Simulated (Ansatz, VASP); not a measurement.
NaF in VASP and in Ansatz

```
Na F
1.0
     0.00000    2.30771    2.30771
     2.30771    0.00000    2.30771
     2.30771    2.30771    0.00000
Na F
1 1
Direct
  0.00000 0.00000 0.00000
  0.50000 0.50000 0.50000
```

Change from the starting cell: volume scaled by 0.98, PAW files.

Alike in both runs: task electric field gradients; functional LDA; k mesh 10 × 10 × 10; occupations fermi-dirac, width 0.02 eV; no spin polarisation.

|  | VASP | Ansatz |
| --- | --- | --- |
| version | VASP 6.6.1 | Ansatz 0.2.0 |
| potentials or method | VASP PAW LDA potentials, release 64 (Na_pv, F) | PAW with Ansatz's default frozen-core files, scalar-relativistic |
| plane-wave cutoff (eV) | 520 | 420 |
| valence electrons in the cell | 14 | 16 |

VASP gave:

| Quantity | Value |
| --- | --- |
| gap on the k mesh at the Fermi level (eV) | 6.02 |
| pressure (GPa) | -3.9 |
| Vzz of the field gradient on the site that differs most (V/Å²) | 0.0 |

Question: Which values does Ansatz return?

Answer: gap on the k mesh at the Fermi level (eV): 6.04; pressure (GPa): -3.8; Vzz of the field gradient on the site that differs most (V/Å²): 0.0.

The two sets of potentials don't hold the same shells in valence.

A k mesh can miss the band edges.
